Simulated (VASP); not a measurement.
# Zr (Im-3m) in VASP: elastic constants with r2SCAN

Aim: the elastic constants of Zr with r2SCAN.

Program: VASP 6.6.1. These are calculated values, not measurements. Logs are shortened: lines on timing, memory, paths and dates and some standing lists are left out, and cuts for length are marked.

## Step 1: The structure

The structure is cubic, space group Im-3m (No. 229). Conventional cell: a = 3.582 Å, b = 3.582 Å, c = 3.582 Å, α = 90.00°, β = 90.00°, γ = 90.00°. Zr (site symmetry m-3m) has 8 Zr at 3.10 Å as nearest neighbours.

This isn't the form of Zr at room conditions, which is hcp.

## Step 2: Elastic constants, r2SCAN

The input, POSCAR:

```
Zr
1.0
   -1.7908472700      1.7908472700      1.7908472700
    1.7908472700     -1.7908472700      1.7908472700
    1.7908472700      1.7908472700     -1.7908472700
Zr
1
Direct
    0.0000000000      0.0000000000      0.0000000000
```

The input, INCAR.step1:

```
PREC = Accurate
ENCUT = 700
EDIFF = 1E-8
ISMEAR = 0
SIGMA = 0.1
LREAL = False
LASPH = True
NELM = 60
ALGO = Normal
ISIF = 3
LWAVE = False
LCHARG = False
METAGGA = R2SCAN
LMIXTAU = True
IBRION = 2
NSW = 40
EDIFFG = -0.002
```

The input, INCAR.step2:

```
PREC = Accurate
ENCUT = 700
EDIFF = 1E-8
ISMEAR = 0
SIGMA = 0.1
LREAL = False
LASPH = True
NELM = 60
ALGO = Normal
ISIF = 3
LWAVE = False
LCHARG = False
METAGGA = R2SCAN
LMIXTAU = True
IBRION = 6
NFREE = 2
POTIM = 0.015
NSW = 1
```

The input, KPOINTS:

```
regular mesh
0
Gamma
  20 20 20
```

Potentials or basis: VASP PAW PBE potentials, release 64 (Zr_sv).

The run is started by

```
> cat potpaw_PBE.64/Zr_sv/POTCAR > POTCAR
> cp INCAR.step1 INCAR
> mpirun -np 1 vasp_std > vasp.out
> cp CONTCAR POSCAR
> cp INCAR.step2 INCAR
> mpirun -np 1 vasp_std > vasp.out
```

OUTCAR:

```text
PREC = Accurate
   ENCUT = 700
   EDIFF = 1E-8
   ISMEAR = 0
   LREAL = False
   LASPH = True
   NELM = 60
   ISIF = 3
   METAGGA = R2SCAN
   IBRION = 6
   NFREE = 2
   POTIM = 0.015
   NSW = 1

 ion  position               nearest neighbor table
   1  0.000  0.000  0.000-

  LATTYP: Found a body centered cubic cell.
 ALAT       =     3.5800849626

  Lattice vectors:

 A1 = (  -1.7900424813,   1.7900424813,   1.7900424813)
 A2 = (   1.7900424813,  -1.7900424813,   1.7900424813)
 A3 = (   1.7900424813,   1.7900424813,  -1.7900424813)

Analysis of symmetry for initial positions (statically):
=====================================================================
 Subroutine PRICEL returns:
 Original cell was already a primitive cell.

 Routine SETGRP: Setting up the symmetry group for a
 body centered cubic supercell.

 Subroutine GETGRP returns: Found 48 space group operations
 (whereof 48 operations were pure point group operations)
 out of a pool of 48 trial point group operations.

The static configuration has the point symmetry O_h .

Analysis of symmetry for dynamics (positions and initial velocities):
=====================================================================
 Subroutine PRICEL returns:
 Original cell was already a primitive cell.

 Routine SETGRP: Setting up the symmetry group for a
 body centered cubic supercell.

 Subroutine GETGRP returns: Found 48 space group operations
 (whereof 48 operations were pure point group operations)
 out of a pool of 48 trial point group operations.

The dynamic configuration has the point symmetry O_h .

 Subroutine INISYM returns: Found 48 space group operations
 (whereof 48 operations are pure point group operations),
 and found     1 'primitive' translations

----------------------------------------------------------------------------------------

                                     Primitive cell

  volume of cell :      22.9430

  direct lattice vectors                    reciprocal lattice vectors
    -1.790042481  1.790042481  1.790042481     0.000000000  0.279322980  0.279322980
     1.790042481 -1.790042481  1.790042481     0.279322980  0.000000000  0.279322980
     1.790042481  1.790042481 -1.790042481     0.279322980  0.279322980  0.000000000

  length of vectors
     3.100444525  3.100444525  3.100444525     0.395022346  0.395022346  0.395022346

  position of ions in fractional coordinates (direct lattice)
     0.000000000  0.000000000  0.000000000

  ion indices of the primitive-cell ions
   primitive index   ion index
                 1           1

----------------------------------------------------------------------------------------

 KPOINTS: regular mesh

Automatic generation of k-mesh.
 Grid dimensions read from file:
 generate k-points for:   20   20   20

 Generating k-lattice:

  Cartesian coordinates                     Fractional coordinates (reciprocal lattice)
     0.000000000  0.013966149  0.013966149     0.050000000  0.000000000  0.000000000
     0.013966149  0.000000000  0.013966149     0.000000000  0.050000000  0.000000000
     0.013966149  0.013966149  0.000000000     0.000000000  0.000000000  0.050000000

  Length of vectors
[... 100 lines left out ...]
  ext. energy  EPLUGINS =         0.00000000
  ---------------------------------------------------
  free energy    TOTEN  =       -22.63339559 eV

  energy without entropy =      -22.62527331  energy(sigma->0) =      -22.62933445

------------------------ aborting loop because EDIFF is reached ----------------------------------------

  FORCE on cell =-STRESS in cart. coord.  units (eV):
  Direction    XX          YY          ZZ          XY          YZ          ZX
  --------------------------------------------------------------------------------------
  -------------------------------------------------------------------------------------
  Total       -0.0002299     -0.0002299     -0.0002299      0.0000000     -0.0000000      0.0000000
  in kB       -0.0160558     -0.0160558     -0.0160558      0.0000000     -0.0000000      0.0000000
  external PRESSURE =      -0.0160558 kB  Pullay stress =       0.0000000 kB
[... 86 lines left out ...]
  FREE ENERGIE OF THE ION-ELECTRON SYSTEM (eV)
  ---------------------------------------------------
  free  energy   TOTEN  =       -22.6320785633 eV

  energy  without entropy=      -22.6241470109  energy(sigma->0) =      -22.62811279

[... ionic steps 4 to 12 ...]

--------------------------------------- Ionic step       13  -------------------------------------------

 number of electron      12.0000000 magnetization

------------------------ aborting loop because EDIFF is reached ----------------------------------------
[... 65 lines left out ...]
--------------------------------------- Ionic step       15  -------------------------------------------

 number of electron      12.0000000 magnetization

 Free energy of the ion-electron system (eV)
  ---------------------------------------------------
  ext. energy  EPLUGINS =         0.00000000
  ---------------------------------------------------
  free energy    TOTEN  =       -22.63339564 eV

  energy without entropy =      -22.62527336  energy(sigma->0) =      -22.62933450

 E-fermi :   8.8937     XC(G=0): -12.0376

 val. band max:        8.8929365029   @ k =   0.3500   0.2500  -0.0000
 cond. band min:       8.8982842850   @ k =  -0.3500  -0.4500   0.0500
 fundamental gap:      0.0053477821
 Fermi energy:         8.8936763453

 k-point     1 :       0.0000    0.0000    0.0000
  band No.  band energies     occupation
      1     -41.2706      2.00000
      2     -18.0486      2.00000
      3     -18.0486      2.00000
      4     -18.0486      2.00000
      5       3.1614      2.00000
      6      10.2199      0.00000
      7      10.2199      0.00000
      8      10.2199      0.00000
      9      12.7850      0.00000
     10      12.7850      0.00000
[... 287 lines left out ...]
 k-point    24 :       0.2500    0.1000   -0.0000
  band No.  band energies     occupation
      1     -41.1508      2.00000
      2     -18.7709      2.00000
      3     -18.2794      2.00000
      4     -18.0912      2.00000
      5       5.7420      2.00000
      6       8.7855      1.87388
      7       9.0674      0.01400
      8      12.2177      0.00000
      9      13.2921      0.00000
     10      13.4236      0.00000

 [... further k-points ...]

------------------------ aborting loop because EDIFF is reached ----------------------------------------

  FORCE on cell =-STRESS in cart. coord.  units (eV):
  Direction    XX          YY          ZZ          XY          YZ          ZX
  --------------------------------------------------------------------------------------
  -------------------------------------------------------------------------------------
  Total       -0.0002666     -0.0002666     -0.0002666      0.0000000      0.0000000      0.0000000
  in kB       -0.0186165     -0.0186165     -0.0186165      0.0000000      0.0000000      0.0000000
  external PRESSURE =      -0.0186165 kB  Pullay stress =       0.0000000 kB
[... 16 lines left out ...]
  FREE ENERGIE OF THE ION-ELECTRON SYSTEM (eV)
  ---------------------------------------------------
  free  energy   TOTEN  =       -22.6333956357 eV

  energy  without entropy=      -22.6252733609  energy(sigma->0) =      -22.62933450

 INTERNAL STRAIN TENSORS FROM STRAINED CELLS
 ============================================

 INTERNAL STRAIN TENSOR FOR ION    1 for displacements in x,y,z  (eV/Angst):
          X           Y           Z          XY          YZ          ZX
  --------------------------------------------------------------------------------
  x    -0.00000    -0.00000     0.00000     0.00000     0.00000     0.00000
  y     0.00000     0.00000    -0.00000    -0.00000    -0.00000     0.00000
  z    -0.00000    -0.00000    -0.00000     0.00000    -0.00000     0.00000

 INTERNAL STRAIN TENSORS FROM DISPLACED ATOMS
 ============================================

 INTERNAL STRAIN TENSOR FOR ION    1 for displacements in x,y,z  (eV/Angst):
          X           Y           Z          XY          YZ          ZX
  --------------------------------------------------------------------------------
  x     0.00000     0.00000     0.00000     0.00000     0.00000     0.00000
  y     0.00000     0.00000     0.00000     0.00000     0.00000     0.00000
  z     0.00000     0.00000     0.00000     0.00000     0.00000     0.00000

 Eigenvectors and eigenvalues of the dynamical matrix
 ----------------------------------------------------

   1 f/i=    0.000000 THz     0.000000 2PiTHz    0.000000 cm-1     0.000000 meV
             X         Y         Z           dx          dy          dz
      0.000000  0.000000  0.000000     0.707107   -0.707107    0.000000

   2 f/i=    0.000000 THz     0.000000 2PiTHz    0.000000 cm-1     0.000000 meV
             X         Y         Z           dx          dy          dz
      0.000000  0.000000  0.000000    -0.707107   -0.707107    0.000000

   3 f/i=    0.000000 THz     0.000000 2PiTHz    0.000000 cm-1     0.000000 meV
             X         Y         Z           dx          dy          dz
      0.000000  0.000000  0.000000     0.000000    0.000000    1.000000

--------------------------------------------------------------------------------------------------------

 ELASTIC MODULI CONTR FROM IONIC RELAXATION (kBar)
 Direction    XX          YY          ZZ          XY          YZ          ZX
 --------------------------------------------------------------------------------
 XX           0.0000      0.0000      0.0000      0.0000      0.0000      0.0000
 YY           0.0000      0.0000      0.0000      0.0000      0.0000      0.0000
 ZZ           0.0000      0.0000      0.0000      0.0000      0.0000      0.0000
 XY           0.0000      0.0000      0.0000      0.0000      0.0000      0.0000
 YZ           0.0000      0.0000      0.0000      0.0000      0.0000      0.0000
 ZX           0.0000      0.0000      0.0000      0.0000      0.0000      0.0000
 --------------------------------------------------------------------------------

 TOTAL ELASTIC MODULI (kBar)
 Direction    XX          YY          ZZ          XY          YZ          ZX
 --------------------------------------------------------------------------------
 XX         790.6714    931.1952    931.1952      0.0000     -0.0000      0.0000
 YY         931.1952    790.6714    931.1952      0.0000      0.0000      0.0000
 ZZ         931.1952    931.1952    790.6714     -0.0000      0.0000      0.0000
 XY           0.0000      0.0000     -0.0000    345.2636      0.0000      0.0000
 YZ          -0.0000      0.0000      0.0000      0.0000    345.2636      0.0000
 ZX           0.0000      0.0000      0.0000      0.0000      0.0000    345.2636
 --------------------------------------------------------------------------------
```

Run time: 3 h. Hardware: 1 thread of Intel Xeon 6975P-C (Granite Rapids), shared host; peak memory 1.3 GiB.

What came out:

```
Relaxed volume                         : 22.94 Å³/atom
Relaxed cell                           : a = 3.100 Å, b = 3.100 Å, c = 3.100 Å, α = 109.47°, β = 109.47°, γ = 109.47°
Space group after relaxing (to 0.05 Å) : Im-3m (No. 229)
Elastic constants C11, C12, C44        : 79, 93, 35 GPa
Voigt bulk modulus                     : 88 GPa
```

Final structure:
```
CELL_PARAMETERS angstrom
-1.79004 1.79004 1.79004
1.79004 -1.79004 1.79004
1.79004 1.79004 -1.79004
ATOMIC_POSITIONS crystal
Zr 0.00000 0.00000 0.00000
```

Elastic tensor in Voigt notation (GPa, in the Cartesian axes of the cell as first typed):
```
79 93 93  0  0  0
93 79 93  0  0  0
93 93 79  0  0  0
 0  0  0 35  0  0
 0  0  0  0 35  0
 0  0  0  0  0 35
```

Clamped-ion elastic tensor (GPa):
```
79 93 93  0  0  0
93 79 93  0  0  0
93 93 79  0  0  0
 0  0  0 35  0  0
 0  0  0  0 35  0
 0  0  0  0  0 35
```

Caveat: the elastic tensor has a negative eigenvalue, so either the cell is unstable as it stands or the mesh is too thin; the PAW data sets were made with another functional, which shifts forces and pressure a little.
